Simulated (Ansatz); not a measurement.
System: PbTe (rock salt type), 2 atoms in the cell.

```
Pb Te
1.0
     0.00000    3.28500    3.28500
     3.28500    0.00000    3.28500
     3.28500    3.28500    0.00000
Pb Te
1 1
Direct
  0.00000 0.00000 0.00000
  0.50000 0.50000 0.50000
```

Code and potentials: Ansatz all-electron PAW datasets made for this crystal. Settings: k-mesh 6×6×6 Γ-centred; Fermi–Dirac smearing of 0.02 eV; no spin polarisation; no spin–orbit coupling. For HSE06: exchange singularity: regularized.

One run gave:

| Property | Result |
| --- | --- |
| Pressure | -0.64 GPa |
| Gap on the mesh | 1.13 eV |

**Question.** Which level of theory was it?
A. r²SCAN
B. HSE06
C. PBE

**Answer.** A. All runs:

| level | pressure (GPa) | gap (eV) |
| --- | --- | --- |
| PBE (240 eV) | 0.00 | 0.83 |
| HSE06 (290 eV) | -0.94 | 1.24 |
| r²SCAN (260 eV) | -0.64 | 1.13 |

The stress includes the program's correction for the finite plane-wave basis.

A gap read on the mesh is an upper bound of this method's gap, since the mesh can miss a band edge. Spin–orbit coupling is left out; with heavy elements it can shift the gap and split levels by tenths of an eV. Semilocal functionals give gaps that mostly lie well below measured ones.
